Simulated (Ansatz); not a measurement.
# The polar optical mode of BN at 40 GPa, worked through

Theory: DFT LDA, scalar-relativistic, plane waves, PAW (Ansatz 0.2.0). Plane waves to 420 eV; Γ-centred k mesh 14×14×14; fixed occupations. No spin polarisation. Phonons by linear response, acoustic sum rule imposed.

The cell, relaxed at 40 GPa:
Space group F-43m (No. 216). a = 3.480 Å, b = 3.480 Å, c = 3.480 Å, α = 90.00°, β = 90.00°, γ = 90.00°
| atom | site | symmetry | x | y | z |
| --- | --- | --- | --- | --- | --- |
| B | 4b | -43m | 0.0000 | 0.0000 | 0.5000 |
| N | 4c | -43m | 0.2500 | 0.7500 | 0.7500 |

Other phases may be more stable at this pressure.

Linear response gives ν_TO = 1184.7 cm⁻¹, Born charges ±1.837 e (positive on B) and ε∞ = 4.499. The primitive cell holds 10.538 Å³, and the masses are 10.810 and 14.007 amu.

Question: Find ν_LO and the static dielectric constant.

Answer: The long-wave field adds a restoring force: ω_LO² − ω_TO² = Z*²e²/(ε_vac ε∞ μV). In these units ν_LO² − ν_TO² = 4.92064×10⁷ Z*²/(μ V ε∞) cm⁻², with μ = m₁m₂/(m₁ + m₂) = 6.101 amu: 574246 cm⁻². So ν_LO = √(1184.7² + 574246) = 1406.3 cm⁻¹, and the run gives 1406.3. Lyddane–Sachs–Teller then gives ε0 = ε∞ (ν_LO/ν_TO)² = 6.34, against 6.34 in the run (it forms both from the same three quantities, so the match checks the arithmetic only). Between ν_TO and ν_LO the dielectric function is negative and an undamped crystal reflects fully: a reststrahlen band from 7.1 to 8.4 μm.

Question: What do the Clausius–Mossotti polarisability and the Szigeti charge come to?

Answer: With the Lorentz local field, α = (3V/4π)(ε∞ − 1)/(ε∞ + 2) = 1.35 Å³ for the pair, and e_S = 3Z*/(ε∞ + 2) = 0.85 e. The Born charge includes the electrons' response to the dipole's own local field, and e_S takes that enhancement out. The Lorentz field assumes point-like polarisable ions, a poor picture once ε∞ is this large, since the electron clouds then overlap or are shared, so both numbers are formal here.

Question: How strongly does a slow electron couple to the LO mode?

Answer: For one isotropic parabolic band, Fröhlich's constant is α_F = (1/ε∞ − 1/ε0) √(m* Ry/ħω_LO), with Ry = 13.606 eV, ħω_LO = 174.4 meV and m* in free-electron masses: α_F = 0.0645 × 8.83 × √m* = 0.57 √m*. The band mass isn't part of this run; for m* = 0.1, 0.3 and 1 it gives 0.18, 0.31, 0.57. In weak coupling the polaron lies α_F ħω_LO below the band edge (54 meV at m* = 0.3) with a mass m*(1 + α_F/6); past α_F of about 5 or 6 that expansion fails. A semilocal functional's ε∞ tends to be too large, which taken alone lowers α_F.

Cost: 1 run of about 0.56 core-minutes, on AMD EPYC 9R45 (Zen 5) (shared hosts).

The polar mode combines a large LO–TO splitting with a modest lattice contribution to screening: ε∞ of 4.499 rises only to 6.34 when the ions respond. Light atoms and a small cell enlarge the splitting, but the static ionic response doesn't depend on mass. It is set by the Born charge, the cell volume and the short-range force constant, and the stiff, directional sp³ bonds of zinc-blende BN keep the ionic displacement in a static field small.

The Born charge of 1.837 e confirms a distinctly polar bond, though as a dynamical quantity it measures the polarisation induced by displacement, not the static charge on boron or nitrogen. The same limited ionic screening, together with the high LO energy, keeps the Fröhlich constant in the weak-coupling range for all three trial masses. Weak coupling needn't mean a negligible energy shift, however, because the shift also scales with the large phonon quantum. With only one compression computed, the separate effects of pressure on bond stiffness, Born charge and electronic screening remain undetermined.
